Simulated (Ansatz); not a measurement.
**CdO, one cell by several methods**

```
Cd O
1.0
     0.00000    2.34815    2.34815
     2.34815    0.00000    2.34815
     2.34815    2.34815    0.00000
Cd O
1 1
Direct
  0.00000 0.00000 0.00000
  0.50000 0.50000 0.50000
```

Atoms are numbered in the order listed.

The cell is COD entry 9006671, as deposited and not checked against the literature; nothing was relaxed.

All numbers are computed: DFT, PBEsol, PAW with Ansatz's default frozen-core files, scalar-relativistic (Ansatz 0.2.0); DFT, PBEsol, all-electron LAPW, scalar-relativistic (Ansatz 0.2.0).

For PAW: a Γ-centred 11×11×11 k mesh, Fermi–Dirac smearing of 0.02 eV, cutoff 420 eV, no spin polarisation; the PAW files were made with PBE, and the program remakes their frozen cores for this functional. LAPW targets a basis error of 0.5 meV/atom. The Ansatz runs share mesh, smearing and spin set-up. Plane-wave (PAW) pressures include the program's estimate of the Pulay term.

Stress and pressure are positive in compression.

Levels count from the Fermi level.

PAW results:

```tsv
quantity	PAW
pressure (GPa)	-0.56
highest filled level at U (eV)	-1.333
lowest empty level at U (eV)	5.313
highest filled level at L (eV)	-0.041
lowest empty level at L (eV)	4.238
highest filled level at Γ (eV)	-0.554
lowest empty level at Γ (eV)	14.258
```

Task: What does all-electron LAPW give for the same quantities?

Result: 
| quantity | LAPW |
| --- | --- |
| pressure (GPa) | -0.54 |
| highest filled level at U (eV) | -1.333 |
| lowest empty level at U (eV) | 5.313 |
| highest filled level at L (eV) | -0.041 |
| lowest empty level at L (eV) | 4.236 |
| highest filled level at Γ (eV) | -0.551 |
| lowest empty level at Γ (eV) | 14.263 |
